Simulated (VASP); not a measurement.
Input of a VASP 6.6.1 run:

File POSCAR:

```
ZnO
1.0
    3.2494000000      0.0000000000      0.0000000000
   -1.6247000000      2.8140629500      0.0000000000
    0.0000000000      0.0000000000      5.2038000000
Zn O
2 2
Direct
    0.3333333300      0.6666666700      0.0000000000
    0.6666666700      0.3333333300      0.5000000000
    0.3333333300      0.6666666700      0.3830000000
    0.6666666700      0.3333333300      0.8830000000
```

Contents of INCAR.step1:

```
SYSTEM = ZnO
PREC = Accurate
ENCUT = 580
EDIFF = 1E-8
ISMEAR = 0
SIGMA = 0.02
LREAL = .False.
LASPH = .True.
NELM = 80
ALGO = Normal
ISIF = 3
LWAVE = .False.
LCHARG = .False.
IBRION = 2
NSW = 40
EDIFFG = -0.002
```

Contents of INCAR.step2:

```
SYSTEM = ZnO
PREC = Accurate
ENCUT = 580
EDIFF = 1E-8
ISMEAR = 0
SIGMA = 0.02
LREAL = .False.
LASPH = .True.
NELM = 80
ALGO = Normal
ISIF = 2
LWAVE = .False.
LCHARG = .False.
IBRION = 8
NSW = 1
```

The input KPOINTS:

```
Automatic mesh
0
Gamma
  9 9 6
  0 0 0
```

Potentials or basis: VASP PAW LDA potentials, release 64 (Zn, O).

Launch:

```sh
$ cat potpaw_LDA.64/Zn/POTCAR potpaw_LDA.64/O/POTCAR > POTCAR
$ cp INCAR.step1 INCAR
$ mpirun -np 1 vasp_std > vasp.out
$ cp CONTCAR POSCAR
$ cp INCAR.step2 INCAR
$ mpirun -np 1 vasp_std > vasp.out
```

Predict the highest phonon frequency at Γ, LO-TO splitting left out.

556 cm⁻¹.

Estimate the relaxed cell.

a = 3.194 Å, b = 3.194 Å, c = 5.164 Å, α = 90.00°, β = 90.00°, γ = 120.00°.

What does it give for the space group after relaxing (to 0.05 Å)?

P6_3mc (No. 186).

What does it give for the relaxed volume?

11.41 Å³/atom.

The path:
```csv
step,energy change (eV),largest force (eV/Å),pressure (GPa),volume (Å³)
1,0.0000,0.0677,-6.15,47.58
2,-0.0254,0.0402,4.22,44.51
3,-0.0395,0.0522,0.03,45.62
4,-0.0395,0.0518,0.14,45.58
5,-0.0399,0.0256,0.15,45.58
6,-0.0402,0.0174,0.14,45.59
7,-0.0405,0.0126,0.05,45.62
8,-0.0407,0.0019,-0.20,45.68
9,-0.0408,0.0021,0.00,45.63
10,-0.0408,0.0020,-0.02,45.63
11,-0.0408,0.0003,-0.01,45.63
```
